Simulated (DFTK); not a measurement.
## Zr under changes of volume

One of the cells (23.281 Å³/atom); the others are scaled copies at fixed shape and fractional positions:

```
Zr
1.0
     3.23200    0.00000    0.00000
    -1.61600    2.79899    0.00000
     0.00000    0.00000    5.14700
Zr
2
Direct
  0.66667 0.33333 0.75000
  0.33333 0.66667 0.25000
```

- Program: DFTK 0.8.2
- Functional: PBE
- Potentials or basis: dojo.nc.sr.pbe.v0_4_1.standard.upf (PBE)
- Cutoff: 898 eV
- k mesh: 9 × 9 × 5
- Occupations: fermi-dirac, width 0.05 eV
- Spin: no spin polarisation

```tsv
volume (Å³/atom)	energy over the lowest point (meV/atom)	pressure (GPa)
21.884	32.62	7.1
22.350	15.34	4.7
22.815	?	?
23.281	0.00	0.5
23.746	0.94	-1.3
24.212	7.05	-3.0
24.678	17.91	-4.6
```

Problem. What does the run at 22.815 Å³/atom give?

Solution. Energy over the lowest point 4.64 meV/atom; pressure 2.6 GPa.

Worked out: A Birch-Murnaghan fit of order 3 (a polynomial in V^(-2/3)) to the other rows has its minimum at 23.43 Å³/atom with B0 = V·E''(V) = 94 GPa and B' = 3.1 at fixed shape and positions, which overstates the stiffness. It gives 4.65 meV/atom at 22.815 Å³/atom, against the run's 4.64, and -dE/dV = 2.6 GPa, against 2.6.

Energies are extrapolated to zero smearing.
